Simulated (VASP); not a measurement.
Input of a VASP 6.6.1 run:

The input INCAR:

```
SYSTEM = GaSb
PREC = Accurate
ENCUT = 600
EDIFF = 1E-7
ISMEAR = -1
SIGMA = 0.05
LREAL = .False.
LASPH = .True.
NELM = 100
ALGO = Normal
ISIF = 3
LWAVE = .False.
LCHARG = .False.
GGA = AM
IBRION = 2
NSW = 40
EDIFFG = -0.02
```

File KPOINTS:

```
regular mesh
0
Gamma
  8 8 8
  0 0 0
```

Contents of POSCAR:

```
GaSb
1.0
    0.0000000000      3.0590000000      3.0590000000
    3.0590000000      0.0000000000      3.0590000000
    3.0590000000      3.0590000000      0.0000000000
Sb Ga
1 1
Direct
    0.7500000000      0.7500000000      0.7500000000
    0.0000000000      0.0000000000      0.0000000000
```

Potentials or basis: VASP PAW PBE potentials, release 64 (Sb, Ga_d).

Launch:

```sh
$ cat potpaw_PBE.64/Sb/POTCAR potpaw_PBE.64/Ga_d/POTCAR > POTCAR
$ mpirun -np 1 vasp_std > vasp.out
```

(1) Estimate the space group after relaxing (to 0.05 Å).

(2) What does it give for the band gap on the k mesh?

Answers

(1) F-43m (No. 216).

(2) none (metal or under the smearing width).

Caveat: this crystal is a semiconductor, whose small gap the functional closes, so the metal is an error of the method.
